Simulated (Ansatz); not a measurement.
AlN (F-43m): lattice vibrations

```xyz
2
Lattice="0.0000 2.1887 2.1887 2.1887 0.0000 2.1887 2.1887 2.1887 0.0000" Properties=species:S:1:pos:R:3 pbc="T T T"
Al    0.0000    0.0000    0.0000
N     1.0943    1.0943    1.0943
```

Level of theory, where no other is named: PBEsol, all-electron LAPW in Ansatz 0.2.0, scalar-relativistic. k mesh 8×8×8, fixed occupations, basis error target 0.5 meV/atom. The cell was relaxed by PAW under this functional. This phase needn't be the one found at ambient conditions.

Atoms are displaced by 0.01 Å in the smallest supercells that hold the wave vectors of a 2×2×2 mesh. Negative values stand for unstable modes. The zone centre has no LO-TO term.

**Question.** What are the phonon energies at the solved wave vectors, in cm⁻¹?

**Answer.** 

```json
{"q": "0.000 0.000 0.000", "point": "Gamma", "modes (cm⁻¹)": "648.9 (×3)"}
{"q": "0.500 0.000 0.000", "point": "L", "modes (cm⁻¹)": "222.5 (×2), 570.2, 639.7 (×2), 716.0"}
{"q": "0.500 0.500 0.000", "point": "X", "modes (cm⁻¹)": "330.6 (×2), 579.3, 652.9 (×2), 702.6"}
```

**Question.** Is the structure dynamically stable at these wave vectors?

**Answer.** Yes, no mode is unstable there; wave vectors off this mesh aren't tested.

**Question.** How do the optical zone-centre modes decompose, and which are active?

**Answer.** Point group -43m: Γ_opt = T2.

```tsv
label	cm⁻¹	activity	mostly
T2	648.9	IR and Raman	N (66 %)
```

**Question.** How well do frozen-core PAW files reproduce these all-electron values?

**Answer.** With a cutoff of 420 eV and displacements of 0.0025 Å, the r.m.s. difference over the modes is 0.5 cm⁻¹; the largest difference is 580.6 (PAW) against 579.3 cm⁻¹ (LAPW).

**Question.** The cell is scaled evenly to 20.654 and 21.283 Å³ (from 20.969), with free atoms relaxed and the shape held. What are the mode Grüneisen parameters γ = −d ln ω/d ln V?

**Answer.** For the highest mode, 729.0 cm⁻¹ in the small cell and 703.7 in the large one give γ ≈ 1.18. From the change of the dynamical matrix on each mode:

```tsv
point	cm⁻¹	γ
Gamma	648.9	1.45
L	222.5	-0.31
L	570.2	0.95
L	639.7	1.60
L	716.0	1.18
X	330.6	0.07
X	579.3	0.92
X	652.9	1.65
X	702.6	1.15
```

Weighted by the modes' heat capacities at 300 K, the mean on this mesh is 0.66; it moves with the q mesh, and a coarse one overweights the zone boundary. Rows under −0.05 (1 here) are modes that soften under compression and pull towards negative thermal expansion.

**Question.** Linear response on PAW files adds the field. What are the dielectric tensor, the Born charges and the LO shift?

**Answer.** ε∞ = (4.65, 4.65, 4.65) along x, y, z with local fields. Born charges (xx, yy, zz): Al1 (2.55, 2.55, 2.55); N2 (-2.55, -2.55, -2.55). The highest zone-centre mode lies at 648.7 cm⁻¹ without the macroscopic field and at 881.1 cm⁻¹ with it, for q along x. Lyddane-Sachs-Teller then gives ε₀ = ε∞ (ω_LO/ω_TO)² = 8.57. With the ions free to follow the field, the program's ε₀ is (8.57, 8.57, 8.57).

Keep in mind: this zinc-blende form is metastable at ambient conditions; the frozen-core PAW files of the compared runs were fitted under PBE, their cores solved anew for this functional; semilocal gaps are low, and ε∞ tends to come out large.
